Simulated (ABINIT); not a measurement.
**BaO (Fm-3m): one start, several treatments of the self-energy**

Aim: compare treatments of exchange, screening and correlation for the gap of BaO (Fm-3m).

Calculated with ABINIT 10.8.3; PBE and many-body steps on it, plane waves.

This is a report of a sequence of runs, with most program output left out.

The database entry behind the starting cell differs from later determinations by our own check (about 0.7 % short), so it need not match the best structure at ambient conditions.

## 1. The structure

It takes space group Fm-3m (No. 225, cubic). The conventional cell has a = 5.500 Å, b = 5.500 Å, c = 5.500 Å, α = 90.00°, β = 90.00°, γ = 90.00°. Nearest to Ba lie 6 O at 2.75 Å. Nearest to O lie 6 Ba at 2.75 Å. Farther neighbours and most contacts between anions are not listed.

The cell and positions come from the Crystallography Open Database and are kept as given unless a step says otherwise. Spin-orbit coupling is left out unless a step names it.

## 2. Empty states on the mesh, 6×6×6 mesh, 189 bands

This step: ABINIT 10.8.3; DFT, PBE, plane waves, norm-conserving pseudopotentials.

The sums over transitions need many empty states on a uniform mesh; this step solves for them.

Contents of run.abi:

```
acell 3*1.0 Angstrom
rprim 
  -0.000000000000 2.750000000000 2.750000000000
  2.750000000000 -0.000000000000 2.750000000000
  2.750000000000 2.750000000000 -0.000000000000
ntypat 2
znucl 56 8
natom 2
typat 1 2
xred 
  0.000000000000 0.000000000000 0.000000000000
  0.500000000000 0.500000000000 0.500000000000
pp_dirpath "pseudos"
pseudos "Ba.upf, O.upf"
ecut 36
ngkpt 6 6 6
nshiftk 1
shiftk 0 0 0
kptopt 1
chksymbreak 0
irdden 1
istwfk *1
nband 189
prtvol 0
optdriver 6
gwr_task "HDIAGO"
paral_kgb 0
occopt 1
indata_prefix "in"
outdata_prefix "out"
tmpdata_prefix "tmp"
```

Run with:

```sh
$ OMP_NUM_THREADS=1 mpirun -n 8 abinit run.abi > log
```

Elapsed: 34 s, on 8 MPI ranks of Intel Xeon Platinum 8488C (Sapphire Rapids), shared host; peak memory 4.2 GiB; 4.5 min of CPU time.

This step gave:

```yaml
gap: 1.938 eV
k_of_the_valence_top: 0.5, 0.5, 0
k_of_the_conduction_bottom: 0.5, 0.5, 0
least_direct_gap: 1.938 eV
k_points_computed: 16
lowest_point_of_the_top_converged_band_above_the_valence_top: 135.4939 eV
```

On this mesh the gap is 1.938 eV.

The density comes from a self-consistent run that is not shown.

## 3. Screening, 6×6×6 mesh, 181 bands, screening to 228.6 eV

The RPA dielectric matrix is built and inverted for each q.

This step: RPA screening on PBE, plane waves, norm-conserving pseudopotentials.

run.abi, as its differences from that of step 2:

```diff
@@ -20,10 +20,11 @@
 chksymbreak 0
-irdden 1
 istwfk *1
-nband 189
-prtvol 0
-optdriver 6
-gwr_task "HDIAGO"
-paral_kgb 0
 occopt 1
+irdwfk 1
+optdriver 3
+nband 181
+ecuteps 8.4
+inclvkb 2
+awtr 1
+symchi 1
 indata_prefix "in"
```

Wall time 2.4 min (8 MPI ranks); peak memory 2.8 GiB.

Numbers from this step:

| Quantity | Value |
| --- | --- |
| ε∞ with local fields, on this mesh, along the program's q direction | 4.013 |
| the same without local fields | 4.494 |
| plasma frequency | 23.03 eV |
| plane waves in the screening matrix | 331 |

Local fields lower ε∞ by 11 %.

## 4. G0W0, Godby-Needs plasmon pole

The self-energy is evaluated for the states that the input lists, and the levels follow from it, in one-shot runs by the linearised quasiparticle equation.

This step: G0W0 on PBE, plane waves, norm-conserving pseudopotentials.

run.abi, as its differences from that of step 3:

```diff
@@ -23,8 +23,17 @@
 irdwfk 1
-optdriver 3
+optdriver 4
 nband 181
+gwcalctyp 0
+ecutsigx 36
+symsigma 1
+nkptgw 2
+kptgw 
+  0.5000000000 0.5000000000 0.0000000000
+  0.0000000000 0.0000000000 0.0000000000
+bdgw 
+  6 10
+  6 12
 ecuteps 8.4
-inclvkb 2
-awtr 1
-symchi 1
+irdscr 1
+ppmodel 1
 indata_prefix "in"
```

It took 33 s on 8 MPI ranks; peak memory 3.1 GiB.

This step gave:

- G0W0 gap on the points computed: 2.978 eV
- starting gap on the mesh: 1.938 eV
- k of the valence top: 0.5, 0.5, 0
- k of the conduction bottom: 0.5, 0.5, 0
- Z at the valence top: 0.766
- Z at the conduction bottom: 0.846
- least direct G0W0 gap on the computed points: 2.978 eV

The gap on the mesh goes from 1.94 eV to 2.98 eV, a correction of +1.04 eV.

## 5. G0W0, Hybertsen-Louie plasmon pole

run.abi, as its differences from that of step 4:

```diff
@@ -37,3 +37,3 @@
 irdscr 1
-ppmodel 1
+ppmodel 2
 indata_prefix "in"
```

The job ended after 33 s (8 MPI ranks; peak memory 2.9 GiB; 4.3 min of CPU time).

Numbers from this step:

* G0W0 gap on the points computed: 3.42 eV
* starting gap on the mesh: 1.938 eV
* k of the valence top: 0.5, 0.5, 0
* k of the conduction bottom: 0.5, 0.5, 0
* Z at the valence top: 0.82
* Z at the conduction bottom: 0.87
* least direct G0W0 gap on the computed points: 3.42 eV

Against G0W0 in ABINIT (6×6×6 mesh, 181 bands, screening to 228.6 eV, Godby-Needs plasmon pole), the gap moves by +0.442 eV.

## 6. G0W0, von der Linden-Horsch plasmon pole

run.abi, as its differences from that of step 5:

```diff
@@ -37,3 +37,3 @@
 irdscr 1
-ppmodel 2
+ppmodel 3
 indata_prefix "in"
```

Elapsed: 18 s, on 8 MPI ranks; peak memory 2.7 GiB.

Numbers from this step:

* G0W0 gap on the points computed: 2.991 eV
* starting gap on the mesh: 1.938 eV
* k of the valence top: 0.5, 0.5, 0
* k of the conduction bottom: 0.5, 0.5, 0
* least direct G0W0 gap on the computed points: 2.991 eV

Against G0W0 in ABINIT (6×6×6 mesh, 181 bands, screening to 228.6 eV, Godby-Needs plasmon pole), the gap moves by +0.013 eV.

## 7. G0W0, Engel-Farid plasmon pole

run.abi, as its differences from that of step 6:

```diff
@@ -37,3 +37,3 @@
 irdscr 1
-ppmodel 3
+ppmodel 4
 indata_prefix "in"
```

Elapsed: 21 s, on 8 MPI ranks; peak memory 2.7 GiB.

This step gave:

```
G0W0 gap on the points computed              : 3.109 eV
starting gap on the mesh                     : 1.938 eV
k of the valence top                         : 0.5, 0.5, 0
k of the conduction bottom                   : 0.5, 0.5, 0
least direct G0W0 gap on the computed points : 3.109 eV
```

Against G0W0 in ABINIT (6×6×6 mesh, 181 bands, screening to 228.6 eV, Godby-Needs plasmon pole), the gap moves by +0.131 eV.

## 8. Side by side

Times are wall times on 8 MPI ranks of Intel Xeon Platinum 8488C (Sapphire Rapids), shared host, good to a factor of about two. A run's time includes the screening step that it read.

| run | mesh | bands | screening cutoff (eV) | DFT gap (eV) | gap on the mesh (eV) | direct (eV) | ε∞ used | time |
| --- | --- | --- | --- | --- | --- | --- | --- | --- |
| G0W0, Godby-Needs plasmon pole | 6×6×6 | 181 | 228.6 | 1.938 | 2.978 | 2.978 | 4.01 | 3 min |
| G0W0, Hybertsen-Louie plasmon pole | 6×6×6 | 181 | 228.6 | 1.938 | 3.420 | 3.420 | 4.01 | 3 min |
| G0W0, von der Linden-Horsch plasmon pole | 6×6×6 | 181 | 228.6 | 1.938 | 2.991 | 2.991 | 4.01 | 2.7 min |
| G0W0, Engel-Farid plasmon pole | 6×6×6 | 181 | 228.6 | 1.938 | 3.109 | 3.109 | 4.01 | 2.8 min |

## 9. What came out

```json
{
 "G0W0, Godby-Needs plasmon pole": "2.978 eV",
 "G0W0, Hybertsen-Louie plasmon pole": "3.420 eV",
 "G0W0, von der Linden-Horsch plasmon pole": "2.991 eV",
 "G0W0, Engel-Farid plasmon pole": "3.109 eV",
 "known limits": "not at the basis limit; no spin-orbit coupling"
}
```

What this shows: G0W0, Hybertsen-Louie plasmon pole: +0.442 eV against G0W0, Godby-Needs plasmon pole. G0W0, von der Linden-Horsch plasmon pole: +0.013 eV against G0W0, Godby-Needs plasmon pole. G0W0, Engel-Farid plasmon pole: +0.131 eV against G0W0, Godby-Needs plasmon pole. Bands and cutoff are finite, so the gap is not at the basis limit. The miss can reach some tenths of an eV and take either sign; the mesh is an error of its own. In the G0W0 runs levels were corrected at 2 k points alone, so a gap called «on the mesh» is the least over those, and an edge elsewhere would be missed. The many-body steps are scalar-relativistic: spin-orbit coupling is not in them.

[Paths, hosts, dates, memory and timing lines, banners, echoed tables and standing remarks are left out of the program output.]

[Logs are printed without paths, hosts, clocks, repeated set-up lines and the standing remarks that a program may print on its own settings, such as how far it seeks lower states.]

[Runs of the session that timed out or met a known fault of the program may be left out.]

[Hosts, paths, dates, database ids (printed as entryN), source tags and the programs' standing remarks are cut or masked in the printed files.]

[G0W0 gaps are taken among the corrected bands and points alone; a level outside them can change the order at an edge.]

[Where Ansatz stands beside ABINIT at settings called matched, ABINIT's density can come from a denser mesh and the files from another edition; pairs whose starting gaps differed by over 0.03 eV were left out, so agreement reads better than it is.]
